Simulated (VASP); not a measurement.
A run of VASP 6.6.1:

Contents of INCAR:

```
SYSTEM = HfB2
PREC = Accurate
ENCUT = 500
EDIFF = 1E-7
ISMEAR = 0
SIGMA = 0.05
LREAL = .FALSE.
LASPH = .TRUE.
NELM = 60
ALGO = Normal
ISIF = 2
LWAVE = .FALSE.
LCHARG = .FALSE.
GGA = PE
```

The input KPOINTS:

```
Automatic mesh
0
G
  10 10 8
  0 0 0
```

POSCAR

```
HfB2
1.0
    3.1400000000      0.0000000000      0.0000000000
   -1.5700000000      2.7193197679      0.0000000000
    0.0000000000      0.0000000000      3.4800000000
Hf B
1 2
Cartesian
    0.0000000000      0.0000000000      0.0000000000
    1.5700000002      0.9064399225      1.7400000000
   -0.0000000002      1.8128798454      1.7400000000
```

Potentials or basis: VASP PAW PBE potentials, release 64 (Hf, B).

Run with:

```bash
$ cat potpaw_PBE.64/Hf/POTCAR potpaw_PBE.64/B/POTCAR > POTCAR
$ mpirun -np 1 vasp_std > vasp.out
```

Hardware: 1 thread of AMD EPYC 7R43 64-Core Processor (Zen 3), on a shared host.

Q: How long does it take, and how much memory?

A: Run time: 18 s on 1 thread of AMD EPYC 7R43 64-Core Processor (Zen 3) (shared host), peak memory 0.11 GiB. Counts: scf iterations 14, k points 70.
